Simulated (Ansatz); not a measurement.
Run on Sb (fcc type): DFT, PBE, PAW with Ansatz's default frozen-core files, scalar-relativistic (Ansatz 0.2.0). This run: fcc relaxed.

The start is a guessed cell of a prototype that needn't be stable.

Command: `ansatz run input.yaml --threads 1 --pin off --max-ram 3072MiB --backend cpu --events-out ev --progress --plain --runs-dir out` It took 5.7 s on 1 thread of Arm Neoverse V2 (shared host), peak memory 0.32 GiB.

```yaml
crystal:
  lattice:
    - [0.0, 2.4101422642, 2.4101422642]
    - [2.4101422642, 0.0, 2.4101422642]
    - [2.4101422642, 2.4101422642, 0.0]
  atoms:
    - { symbol: Sb, position: [0.0, 0.0, 0.0] }
kpoints:
  mp_grid: { grid: [15, 15, 15] }
scf:
  occupations: { method: fermi_dirac, width: 0.05 }
hamiltonian:
  xc: pbe
  pseudopotentials: { kind: paw }
output:
  forces: true
  stress: true
relax:
  f_tol: 0.005
  max_steps: 40
  cell: {}
```

Output:

```
Engine: ansatz 0.2.0
Pseudopotentials: kind: paw
Pseudopotential: Sb, paw, valence charge 15, recommended cutoff 420 eV (normal), Sb.paw.azcp
Functional definition: PBE
  parameter kappa = 0.804
  parameter beta = 0.06672455060314922
  exchange = pbe_x(kappa = kappa, mu = beta*pi^2/3)
  correlation = pbe_c(beta = beta)
Crystal: 1 atoms, lattice volume = 28.000 Å³
Basis set: ecut = 420 eV, 537 PW (Γ), exchange–correlation on 48×48×48 points (8 copies of the dense FFT grid, shifted against one another)
Bands: 12, of which v1, the nominal top of the filled ones, is band 8 counted from 1 (7 counted from 0)
Symmetry: 48 space group operations
Space group: Fm-3m (ITA 225), of the structure as read, at distance tolerance 3.0e-5 Å
k-points: 120 of 3375
Non-local potential: Sb, projectors of the file, l = 0: 2, l = 1: 2, l = 2: 2, l = 3: 2
PAW form: soft (Blöchl's): semilocal exchange-correlation on the pseudo side does not see the compensation charge
PAW one-centre angular grid: Sb, 590 points (default); XC on 64 Gauss nodes
Initial density: superposition of atomic densities (neutral atoms: chi_scale 0, normalization atom), corrected by the library's trained network
Initial wavefunctions: pseudopotential atomic-orbital guess
Functional: x = pbe(κ = 0.804, μ = 0.2195149727645171), c = pbe(β = 0.06672455060314922)
SCF iter   1: F=—  HF=-6484.173283 eV  |F-HF|=—  |Δ(HF+E_count)|=         —  Δρ=6.91e-4  dr2=8.10e-5  ethr=1.77e-3  ⟨swp⟩=5.6  Hψ=8528  notcnv=0
preconditioner: auto → none  [metal: Δε(μ)=0.042 eV  Ē_g=12.304 eV  σ=0.050 eV  W_gap=0.20  n_scr=8 (ndim 8)  ℏωp=15.7 eV  f_vac=0.000  D(μ)=0.63/eV (n_scr^D=0)  sad-step TF]
SCF iter   2: F=—  HF=-6484.172849 eV  |F-HF|=—  |Δ(HF+E_count)|=   4.33e-4  Δρ=5.24e-4  dr2=7.22e-5  ethr=5.40e-7  ⟨swp⟩=2.6  Hψ=3454  notcnv=0  defer=4
SCF iter   3: F=—  HF=-6484.172868 eV  |F-HF|=—  |Δ(HF+E_count)|=   1.90e-5  Δρ=2.57e-4  dr2=1.45e-5  ethr=4.81e-7  ⟨swp⟩=2.1  Hψ=2258  notcnv=0  defer=5
SCF iter   4: F=—  HF=-6484.172884 eV  |F-HF|=—  |Δ(HF+E_count)|=   1.61e-5  Δρ=6.06e-5  dr2=1.07e-6  ethr=9.70e-8  ⟨swp⟩=3.0  Hψ=2331  notcnv=0  defer=5
iter 5 did not close the SCF: its close was put off for the readings that it lacked (scf_convergence_deferred on its scf_iter line)
SCF iter   5: F=-6484.172883 eV  HF=-6484.172884 eV  |F-HF|=1.15e-7  |Δ(HF+E_count)|=   7.37e-7  Δρ=1.66e-5  dr2=8.07e-8  ethr=7.13e-9  ⟨swp⟩=2.0  Hψ=2173  notcnv=0  defer=5
SCF iter   6: F=-6484.172883 eV  HF=-6484.172883 eV  |F-HF|=4.83e-9  |Δ(HF+E_count)|=   5.69e-8  Δρ=3.61e-6  dr2=3.03e-9  ethr=5.38e-10  ⟨swp⟩=2.9  Hψ=5333  notcnv=0
SCF 1 converged in 6 iterations: F = -6484.172883 eV  dr2 = 3.03e-9
  greatest PAW one-centre occupation: 0.996 electrons in one spin orbital (limit 2), on the Sb atom at site 0 (counted from 0), in its partial waves of l = 2
relax step   1: F+E_penalty+E_count = -6484.17288348 eV  Δ(F+E_penalty+E_count) = +0.000e0 eV  max|allowed force component| = 0.000e0 eV/Å  Δτ_max = 0.0000 Å  P = -1.030 GPa  Ω = 28.000 Å³  (6 SCF iters, dr2 threshold 1.00e-7 eV, accepted)
Crystal: 1 atoms, lattice volume = 27.365 Å³
Basis set: ecut = 420 eV, 531 PW (Γ), exchange–correlation on 48×48×48 points (8 copies of the dense FFT grid, shifted against one another)
Initial density: handed on by an earlier stage of this run
Initial wavefunctions: those handed on with the density
iter 1 solved again at ethr=3.70e-8 eV; its pass at ethr=3.10e-3 eV (dr2=5.55e-6 eV) is discarded
SCF iter   1: F=—  HF=-6484.174527 eV  |F-HF|=—  |Δ(HF+E_count)|=         —  Δρ=1.51e-4  dr2=4.98e-6  ethr=3.70e-8  ⟨swp⟩=2.8  Hψ=13818  notcnv=0
preconditioner: auto → none  [metal: Δε(μ)=0.030 eV  Ē_g=12.446 eV  σ=0.050 eV  W_gap=0.15  n_scr=8 (ndim 8)  ℏωp=15.9 eV  f_vac=0.000  D(μ)=0.62/eV (n_scr^D=0)]
SCF iter   2: F=—  HF=-6484.174531 eV  |F-HF|=—  |Δ(HF+E_count)|=   3.95e-6  Δρ=7.36e-5  dr2=1.16e-6  ethr=3.32e-8  ⟨swp⟩=1.0  Hψ=1440  notcnv=0
SCF iter   3: F=-6484.174532 eV  HF=-6484.174532 eV  |F-HF|=1.34e-8  |Δ(HF+E_count)|=   1.15e-6  Δρ=1.10e-5  dr2=1.81e-8  ethr=6.67e-10  ⟨swp⟩=3.6  Hψ=5216  notcnv=0
SCF 2 converged in 3 iterations: F = -6484.174532 eV  dr2 = 1.81e-8
relax step   2: F+E_penalty+E_count = -6484.17453207 eV  Δ(F+E_penalty+E_count) = -1.649e-3 eV  max|allowed force component| = 0.000e0 eV/Å  Δτ_max = 0.0000 Å  P = +0.299 GPa  Ω = 27.365 Å³  energy of the carried Pulay correction = +1.433e-4 eV  (3 SCF iters, dr2 threshold 1.00e-7 eV, accepted)
Crystal: 1 atoms, lattice volume = 27.505 Å³
iter 1 solved again at ethr=2.46e-8 eV; its pass at ethr=3.10e-3 eV (dr2=3.69e-6 eV) is discarded
SCF iter   1: F=—  HF=-6484.174625 eV  |F-HF|=—  |Δ(HF+E_count)|=         —  Δρ=2.87e-5  dr2=1.94e-7  ethr=2.46e-8  ⟨swp⟩=3.0  Hψ=12456  notcnv=0
preconditioner: auto → none  [metal: Δε(μ)=0.028 eV  Ē_g=12.414 eV  σ=0.050 eV  W_gap=0.14  n_scr=8 (ndim 8)  ℏωp=15.8 eV  f_vac=0.000  D(μ)=0.62/eV (n_scr^D=0)]
SCF iter   2: F=-6484.174627 eV  HF=-6484.174626 eV  |F-HF|=4.49e-8  |Δ(HF+E_count)|=   1.28e-6  Δρ=1.46e-5  dr2=4.92e-8  ethr=6.67e-10  ⟨swp⟩=3.0  Hψ=4538  notcnv=0
SCF 3 converged in 2 iterations: F = -6484.174627 eV  dr2 = 4.92e-8
relax step   3: F+E_penalty+E_count = -6484.17462651 eV  Δ(F+E_penalty+E_count) = -9.443e-5 eV  max|allowed force component| = 0.000e0 eV/Å  Δτ_max = 0.0000 Å  P = -0.010 GPa  Ω = 27.505 Å³  energy of the carried Pulay correction = +1.113e-4 eV  (2 SCF iters, dr2 threshold 1.00e-7 eV, accepted)
Initial wavefunctions: pseudopotential atomic-orbital guess (no wavefunctions were taken with the density)
iter 1 solved again at ethr=1.61e-7 eV; its pass at ethr=3.10e-3 eV (dr2=2.41e-5 eV) is discarded
SCF iter   1: F=—  HF=-6484.174511 eV  |F-HF|=—  |Δ(HF+E_count)|=         —  Δρ=2.12e-5  dr2=5.51e-8  ethr=1.61e-7  ⟨swp⟩=3.0  Hψ=12200  notcnv=0
SCF iter   2: F=—  HF=-6484.174511 eV  |F-HF|=—  |Δ(HF+E_count)|=   5.78e-7  Δρ=1.06e-5  dr2=1.33e-8  ethr=3.68e-10  ⟨swp⟩=2.1  Hψ=2303  notcnv=0
SCF iter   3: F=—  HF=-6484.174512 eV  |F-HF|=—  |Δ(HF+E_count)|=   2.43e-8  Δρ=1.95e-6  dr2=7.54e-10  ethr=8.90e-11  ⟨swp⟩=2.3  Hψ=2160  notcnv=0
SCF iter   4: F=—  HF=-6484.174512 eV  |F-HF|=—  |Δ(HF+E_count)|=  4.18e-10  Δρ=7.36e-7  dr2=8.05e-11  ethr=5.03e-12  ⟨swp⟩=2.1  Hψ=2210  notcnv=0
SCF iter   5: F=-6484.174512 eV  HF=-6484.174512 eV  |F-HF|=9.09e-12  |Δ(HF+E_count)|=  2.00e-11  Δρ=1.75e-7  dr2=9.43e-12  ethr=1.00e-12  ⟨swp⟩=6.0  Hψ=5660  notcnv=0
SCF 4 converged in 5 iterations: F = -6484.174512 eV  dr2 = 9.43e-12
relax step   4: F+E_penalty+E_count = -6484.17451151 eV  Δ(F+E_penalty+E_count) = +1.150e-4 eV  max|allowed force component| = 0.000e0 eV/Å  Δτ_max = 0.0000 Å  P = -0.007 GPa  Ω = 27.505 Å³  stress off target by 6.86e-3 GPa  SCF on the basis re-selected at this cell (its energy is not comparable with the rows above)  (5 SCF iters)
basis re-selected at this cell: Δ(F+E_penalty+E_count) = +1.150e-4 eV, ΔP = +0.003 GPa vs the last step (what re-selecting the basis moved, of the pressure what is left beyond the Pulay correction that the steps carried, after the strain that the cell walked since its last selection, with what the two solves' SCF thresholds leave and, on support functions, any second-order correction that the steps lacked; it is no measure of the basis error at this ecutwfc). This SCF's stress stands 6.86e-3 GPa from its target on what of the cell is left free (relax.cell.stress_tol is 5.00e-2 GPa) and its largest allowed force component is 0.00e0 eV/Å (relax.f_tol is 5.00e-3 eV/Å): within both
SCF converged after 5 iterations
Free energy (F): -6484.174512 eV
Harris-Foulkes:  -6484.174512 eV  (|F-HF|=9.09e-12)
Internal energy: -6484.169466 eV  (E = F + TS)
E sigma→0 (E₀):  -6484.171989 eV
Entropy (-TS):   -0.005046 eV (-5.046 meV/atom)
Fermi energy:    11.376918 eV
--- Per-component energies (eV) ---
  E_band       = -149.050783
  E_kinetic    = 206.230179
  E_local      = -1450.078562  (includes V_loc(G=0)·N_el)
  E_nonlocal   = 361.296129
  E_hartree    = 661.056997
  E_xc         = -138.404049
  E_vxc        = -96.159477  (∫ρ·V_xc dr)
  E_paw        = -4574.246742  (= ΣΔE_a)
  E_vpaw       = -492.452887  (= ΣTr[D̂ρ^β])
  E_aug_tail   = -0.000002  (compensation charges beyond the density's cutoff)
  E_ewald      = -1550.023416
  E_smearing   = -0.005046  (= −TS)
  E_closure    = 0.000000  (closes the sum)
  Σ components = -6484.174512   (vs F -6484.174512, Δ=0.00e0)
--- Forces (eV/Å), atoms counted from 1 ---
  atom   1  Sb    -0.00000000     0.00000000     0.00000000
  max |Σ_I F_I| component: 6.57e-32 eV/Å
--- Stress (GPa, compression-positive) ---
       -0.006856       0.000000       0.000000
        0.000000      -0.006856       0.000000
        0.000000       0.000000      -0.006856
  P = ⅓ Tr σ = -0.0069 GPa (-0.069 kbar)
--- Relaxed structure (3 steps of the walk, 3 accepted, 1 SCFs on fresh bases) ---
  F+E_penalty+E_count = -6484.17451151 eV   max|allowed force component| = 0.000e0 eV/Å   (the final SCF, on the basis selected at the relaxed cell)
  cell:  # Å, volume = 27.5053 Å³
    - [-8.916901057567285e-35, 2.3958649982873985, 2.3958649982873985]
    - [2.3958649982873985, -1.1910432126893441e-33, 2.3958649982873985]
    - [2.3958649982873985, 2.3958649982873985, -7.897826650988165e-34]
  atoms:
    - { symbol: Sb, position: [0.0, 0.0, 0.0] }
```

Next run (bcc relaxed), as changes to the input before:

```diff
   lattice:
-    - [0.0, 2.4101422642, 2.4101422642]
-    - [2.4101422642, 0.0, 2.4101422642]
-    - [2.4101422642, 2.4101422642, 0.0]
+    - [-1.9129311828, 1.9129311828, 1.9129311828]
+    - [1.9129311828, -1.9129311828, 1.9129311828]
+    - [1.9129311828, 1.9129311828, -1.9129311828]
   atoms:
   stress: true
+  write_density: true
+  write_potential: true
+  elf: true
+  volumetric_format: npy
 relax:
```

Results part of the output:

```
basis re-selected at this cell: Δ(F+E_penalty+E_count) = +2.091e-4 eV, ΔP = +0.003 GPa vs the last step (what re-selecting the basis moved, of the pressure what is left beyond the Pulay correction that the steps carried, after the strain that the cell walked since its last selection, with what the two solves' SCF thresholds leave and, on support functions, any second-order correction that the steps lacked; it is no measure of the basis error at this ecutwfc). This SCF's stress stands 2.13e-2 GPa from its target on what of the cell is left free (relax.cell.stress_tol is 5.00e-2 GPa) and its largest allowed force component is 0.00e0 eV/Å (relax.f_tol is 5.00e-3 eV/Å): within both
SCF converged after 5 iterations
Free energy (F): -6484.254281 eV
Harris-Foulkes:  -6484.254281 eV  (|F-HF|=1.82e-12)
Internal energy: -6484.247138 eV  (E = F + TS)
E sigma→0 (E₀):  -6484.250710 eV
Entropy (-TS):   -0.007143 eV (-7.143 meV/atom)
Fermi energy:    11.496519 eV
--- Per-component energies (eV) ---
  E_band       = -146.254862
  E_kinetic    = 206.407411
  E_local      = -1439.552565  (includes V_loc(G=0)·N_el)
  E_nonlocal   = 361.541517
  E_hartree    = 657.307385
  E_xc         = -138.453911
  E_vxc        = -96.247681  (∫ρ·V_xc dr)
  E_paw        = -4574.565405  (= ΣΔE_a)
  E_vpaw       = -493.018257  (= ΣTr[D̂ρ^β])
  E_aug_tail   = -0.000002  (compensation charges beyond the density's cutoff)
  E_ewald      = -1556.931569
  E_smearing   = -0.007143  (= −TS)
  E_closure    = -0.000000  (closes the sum)
  Σ components = -6484.254281   (vs F -6484.254281, Δ=0.00e0)
--- Forces (eV/Å), atoms counted from 1 ---
  atom   1  Sb     0.00000000     0.00000000     0.00000000
  max |Σ_I F_I| component: 4.11e-32 eV/Å
--- Stress (GPa, compression-positive) ---
       -0.021292      -0.000000       0.000000
        0.000000      -0.021292       0.000000
       -0.000000       0.000000      -0.021292
  P = ⅓ Tr σ = -0.0213 GPa (-0.213 kbar)
--- Band table (eV; the first three rows and the last of 120) ---
  k-point 0: bands = ["-17.7894", "-17.7894", "-17.7894", "-17.7218", "-17.7218", "-1.3092", "16.8953", "16.8953", "16.8953", "22.6631", "22.6631", "22.6631"]
  k-point 1: bands = ["-17.7902", "-17.7876", "-17.7845", "-17.7228", "-17.7220", "-1.2168", "16.1639", "16.5923", "16.8185", "21.6807", "21.7995", "22.8668"]
  k-point 2: bands = ["-17.7926", "-17.7830", "-17.7708", "-17.7256", "-17.7226", "-0.9402", "14.5058", "15.8938", "16.5975", "20.5595", "20.8815", "22.5827"]
  k-point 119: bands = ["-17.7906", "-17.7898", "-17.6873", "-17.6873", "-17.6871", "5.6792", "9.4655", "9.5468", "9.5468", "14.5231", "14.7993", "28.4209"]
--- Relaxed structure (3 steps of the walk, 3 accepted, 1 SCFs on fresh bases) ---
  F+E_penalty+E_count = -6484.25428130 eV   max|allowed force component| = 0.000e0 eV/Å   (the final SCF, on the basis selected at the relaxed cell)
  cell:  # Å, volume = 27.1459 Å³
    - [-1.8932794349477093, 1.8932794349477093, 1.8932794349477093]
    - [1.8932794349477093, -1.8932794349477093, 1.8932794349477093]
    - [1.8932794349477093, 1.8932794349477093, -1.8932794349477093]
  atoms:
    - { symbol: Sb, position: [0.0, 0.0, 0.0] }
```

Next run (hcp relaxed), as changes to the input before:

```diff
   lattice:
-    - [-1.9129311828, 1.9129311828, 1.9129311828]
-    - [1.9129311828, -1.9129311828, 1.9129311828]
-    - [1.9129311828, 1.9129311828, -1.9129311828]
+    - [3.4175440961, 0.0, 0.0]
+    - [-1.7087720481, 2.9596800058, 0.0]
+    - [0.0, 0.0, 5.5364214357]
   atoms:
-    - { symbol: Sb, position: [0.0, 0.0, 0.0] }
+    - { symbol: Sb, position: [0.3333333333, 0.6666666667, 0.25] }
+    - { symbol: Sb, position: [0.6666666667, 0.3333333333, 0.75] }
 kpoints:
-  mp_grid: { grid: [15, 15, 15] }
+  mp_grid: { grid: [14, 14, 8] }
 scf:
   stress: true
-  write_density: true
-  write_potential: true
-  elf: true
-  volumetric_format: npy
 relax:
```

Command: `ansatz run input.yaml --threads 1 --pin off --max-ram 3072MiB --backend cpu --events-out ev --progress --plain --runs-dir out` It took 22 s on 1 thread of Arm Neoverse V2, on a shared host, peak memory 0.39 GiB.

Results part of the output:

```
basis re-selected at this cell: Δ(F+E_penalty+E_count) = +2.564e-4 eV, ΔP = +0.003 GPa vs the last step (what re-selecting the basis moved, of the pressure what is left beyond the Pulay correction that the steps carried, after the strain that the cell walked since its last selection, with what the two solves' SCF thresholds leave and, on support functions, any second-order correction that the steps lacked; it is no measure of the basis error at this ecutwfc). This SCF's stress stands 6.11e-3 GPa from its target on what of the cell is left free (relax.cell.stress_tol is 5.00e-2 GPa) and its largest allowed force component is 3.93e-17 eV/Å (relax.f_tol is 5.00e-3 eV/Å): within both
SCF converged after 6 iterations
Free energy (F): -12968.418335 eV
Harris-Foulkes:  -12968.418335 eV  (|F-HF|=0.00e0)
Internal energy: -12968.404310 eV  (E = F + TS)
E sigma→0 (E₀):  -12968.411323 eV
Entropy (-TS):   -0.014025 eV (-7.013 meV/atom)
Fermi energy:    11.407304 eV
--- Per-component energies (eV) ---
  E_band       = -297.185390
  E_kinetic    = 412.549146
  E_local      = -2897.535989  (includes V_loc(G=0)·N_el)
  E_nonlocal   = 722.640746
  E_hartree    = 1321.291455
  E_xc         = -276.847603
  E_vxc        = -192.376595  (∫ρ·V_xc dr)
  E_paw        = -9148.566291  (= ΣΔE_a)
  E_vpaw       = -985.045492  (= ΣTr[D̂ρ^β])
  E_aug_tail   = -0.000003  (compensation charges beyond the density's cutoff)
  E_ewald      = -3101.935772
  E_smearing   = -0.014025  (= −TS)
  E_closure    = 0.000000  (closes the sum)
  Σ components = -12968.418335   (vs F -12968.418335, Δ=0.00e0)
--- Forces (eV/Å), atoms counted from 1 ---
  atom   1  Sb    -0.00000000    -0.00000000     0.00000000
  atom   2  Sb     0.00000000     0.00000000    -0.00000000
  max |Σ_I F_I| component: 6.94e-18 eV/Å
--- Stress (GPa, compression-positive) ---
       -0.000812      -0.000000       0.000000
        0.000000      -0.000812       0.000000
        0.000000       0.000000       0.006110
  P = ⅓ Tr σ = 0.0015 GPa (0.015 kbar)
--- Relaxed structure (5 steps of the walk, 5 accepted, 1 SCFs on fresh bases) ---
  F+E_penalty+E_count = -12968.41833517 eV   max|allowed force component| = 3.932e-17 eV/Å   (the final SCF, on the basis selected at the relaxed cell)
  cell:  # Å, volume = 54.9029 Å³
    - [3.3771613043048196, 2.8526460785082673e-11, -4.178744844377905e-30]
    - [-1.6885806521771143, 2.9247074821915, -4.2833056584697627e-19]
    - [-1.5793120587725065e-33, -8.012415266835071e-19, 5.558539905938406]
  atoms:
    - { symbol: Sb, position: [0.33333333333333326, 0.6666666666666666, 0.25000000000000006] }
    - { symbol: Sb, position: [0.6666666666666666, 0.3333333333333333, 0.7500000000000001] }
```

Next run (sc relaxed), as changes to the input before:

```diff
   lattice:
-    - [3.4175440961, 0.0, 0.0]
-    - [-1.7087720481, 2.9596800058, 0.0]
-    - [0.0, 0.0, 5.5364214357]
+    - [3.1154964611, 0.0, 0.0]
+    - [0.0, 3.1154964611, 0.0]
+    - [0.0, 0.0, 3.1154964611]
   atoms:
-    - { symbol: Sb, position: [0.3333333333, 0.6666666667, 0.25] }
-    - { symbol: Sb, position: [0.6666666667, 0.3333333333, 0.75] }
+    - { symbol: Sb, position: [0.0, 0.0, 0.0] }
 kpoints:
-  mp_grid: { grid: [14, 14, 8] }
+  mp_grid: { grid: [13, 13, 13] }
 scf:
```

Results part of the output:

```
basis re-selected at this cell: Δ(F+E_penalty+E_count) = +4.473e-5 eV, ΔP = +0.001 GPa vs the last step (what re-selecting the basis moved, of the pressure what is left beyond the Pulay correction that the steps carried, after the strain that the cell walked since its last selection, with what the two solves' SCF thresholds leave and, on support functions, any second-order correction that the steps lacked; it is no measure of the basis error at this ecutwfc). This SCF's stress stands 2.53e-3 GPa from its target on what of the cell is left free (relax.cell.stress_tol is 5.00e-2 GPa) and its largest allowed force component is 0.00e0 eV/Å (relax.f_tol is 5.00e-3 eV/Å): within both
SCF converged after 4 iterations
Free energy (F): -6484.454651 eV
Harris-Foulkes:  -6484.454651 eV  (|F-HF|=2.73e-12)
Internal energy: -6484.451959 eV  (E = F + TS)
E sigma→0 (E₀):  -6484.453305 eV
Entropy (-TS):   -0.002692 eV (-2.692 meV/atom)
Fermi energy:    9.951566 eV
--- Per-component energies (eV) ---
  E_band       = -168.175765
  E_kinetic    = 206.487061
  E_local      = -1574.050925  (includes V_loc(G=0)·N_el)
  E_nonlocal   = 362.039130
  E_hartree    = 713.771780
  E_xc         = -138.298999
  E_vxc        = -96.059435  (∫ρ·V_xc dr)
  E_paw        = -4575.187069  (= ΣΔE_a)
  E_vpaw       = -494.135260  (= ΣTr[D̂ρ^β])
  E_aug_tail   = -0.000002  (compensation charges beyond the density's cutoff)
  E_ewald      = -1479.212936
  E_smearing   = -0.002692  (= −TS)
  E_closure    = -0.000000  (closes the sum)
  Σ components = -6484.454651   (vs F -6484.454651, Δ=0.00e0)
--- Forces (eV/Å), atoms counted from 1 ---
  atom   1  Sb     0.00000000    -0.00000000     0.00000000
  max |Σ_I F_I| component: 2.47e-32 eV/Å
--- Stress (GPa, compression-positive) ---
       -0.002535       0.000000       0.000000
        0.000000      -0.002535       0.000000
       -0.000000       0.000000      -0.002535
  P = ⅓ Tr σ = -0.0025 GPa (-0.025 kbar)
--- Relaxed structure (3 steps of the walk, 3 accepted, 1 SCFs on fresh bases) ---
  F+E_penalty+E_count = -6484.45465129 eV   max|allowed force component| = 0.000e0 eV/Å   (the final SCF, on the basis selected at the relaxed cell)
  cell:  # Å, volume = 30.0010 Å³
    - [3.107266468323012, 1.0111132208032988e-33, -5.456801509097168e-34]
    - [1.0111132208032988e-33, 3.107266468323012, 0.0]
    - [-5.456801509097168e-34, 0.0, 3.107266468323012]
  atoms:
    - { symbol: Sb, position: [0.0, 0.0, 0.0] }
```

Spin–orbit coupling is left out, which matters for the heavy atoms.
